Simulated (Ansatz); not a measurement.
**WS2: do energies and stresses tell the same story?**

Theory: DFT PBEsol, scalar-relativistic, plane waves, PAW (Ansatz).

Settings: cutoff 420 eV, Γ-centred mesh 12×12×12 on the computed 3-atom cell, Gaussian smearing of 0.02 eV; no spin polarisation.

Relaxed cell: R3m, a = 3.148 Å, b = 3.148 Å, c = 19.111 Å, α = 90.00°, β = 90.00°, γ = 120.00°, 3 atoms in the primitive cell. This form isn't the usual stable structure of the compound.

Energies at zero smearing and pressures from the stress tensor, at volumes with shape and atoms relaxed:
| V (Å³/atom) | E − E(first) (meV/atom) | P (GPa) |
| --- | --- | --- |
| 17.127 | 0.00 | 1.755 |
| 17.673 | -4.05 | 0.597 |
| 18.220 | -5.07 | -0.012 |
| 18.766 | -4.53 | -0.322 |
| 19.313 | -3.37 | -0.399 |

Q: Check P = −dE/dV between neighbouring volumes, and get the bulk modulus from the pressures alone.

A: With 1 eV/Å³ = 160.2 GPa:
```tsv
middle V (Å³/atom)	−ΔE/ΔV (GPa)	mean P (GPa)
17.400	1.186	1.176
17.946	0.300	0.293
18.493	-0.160	-0.167
19.040	-0.338	-0.361
```

The two differ by 0.023 GPa at most. The mean of two end pressures misses the average over a step by about ΔV² P″/12, up to 0.061 GPa here; with that taken off 0.071 GPa remains, from the finite cutoff, the mesh or the relaxation's tolerance. Around V = 18.220 Å³/atom, the two neighbours give B = −V ΔP/ΔV = 18.220 × 0.920 / 1.093 = 15.3 GPa, against B0 = 15.3 GPa from the Birch–Murnaghan fit of the energies, which describes these points poorly (B0' = 24.2).

Spin–orbit coupling is left out, which can shift energies with elements as heavy as these. The cell holds layers, and where no dispersion correction was added their binding is poorly described.